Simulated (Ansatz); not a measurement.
The system is HgTe (Coloradoite).

```
Hg Te
1.0
     0.00000    3.21450    3.21450
     3.21450    0.00000    3.21450
     3.21450    3.21450    0.00000
Hg Te
1 1
Direct
  0.00000 0.00000 0.00000
  0.75000 0.75000 0.75000
```

Base run:

```yaml
Program: Ansatz 0.2.0
Functional: PBEsol
Potentials_or_basis: Ansatz PAW
Cutoff: "420 eV (not typed: the program's choice for these potentials)"
k_mesh: 7 × 7 × 7
Occupations: fermi-dirac, width 0.05 eV
Spin: no spin polarisation
```

Its results: band gap on the k mesh none (metal or under the smearing width); pressure 1.8 GPa.

The run is repeated on the same cell with these changes: functional from PBEsol to PBE; k mesh from 7 × 7 × 7 to 3 × 3 × 3. What comes out?

Band gap on the k mesh none (metal or under the smearing width); pressure 6.0 GPa.

Several settings changed at once, so the effect can't be laid on one alone.

Caveats: some runs use coarse meshes; spin-orbit coupling is left out, which moves the levels of the heavy elements (some runs); the PAW data sets come from PBE, with cores solved anew for the run's functional, which leaves a small shift of forces and pressure (some runs).
